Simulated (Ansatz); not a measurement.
The system is ZrO2.

```xyz
3
Lattice="0.0000 2.5451 2.5451 2.5451 0.0000 2.5451 2.5451 2.5451 0.0000" Properties=species:S:1:pos:R:3 pbc="T T T"
Zr    0.0000    0.0000    0.0000
O     3.8176    3.8176    3.8176
O     1.2725    1.2725    1.2725
```

Measurements of this composition are mostly on another form, of space group No. 14.

Base run:

* Program: Ansatz 0.2.0
* Functional: PBE
* Potentials or basis: Ansatz PAW earlier set
* Cutoff: 900 eV
* Density cutoff: 3600 eV
* k mesh: 9 × 9 × 9
* Occupations: fermi-dirac, width 0.05 eV
* Spin: no spin polarisation

Its results: band gap on the k mesh 3.41 eV, indirect (least direct gap 3.89 eV); pressure 3.7 GPa.

The run is repeated on the same cell with these changes: potentials or basis from Ansatz PAW earlier set to Ansatz PAW; cutoff from 900 eV to 420 eV (not typed: the program's choice for these potentials); k mesh from 9 × 9 × 9 to 5 × 5 × 5. What comes out?

Band gap on the k mesh 3.55 eV, indirect (least direct gap 3.89 eV); pressure 3.7 GPa.

Caveats: some runs use coarse meshes; the k mesh misses the band edges, so the gap on the mesh is wider than the one along the path (some runs); odd divisions of the mesh miss points on the zone boundary, where band edges often lie, so the gap on the mesh can be too wide (some runs).
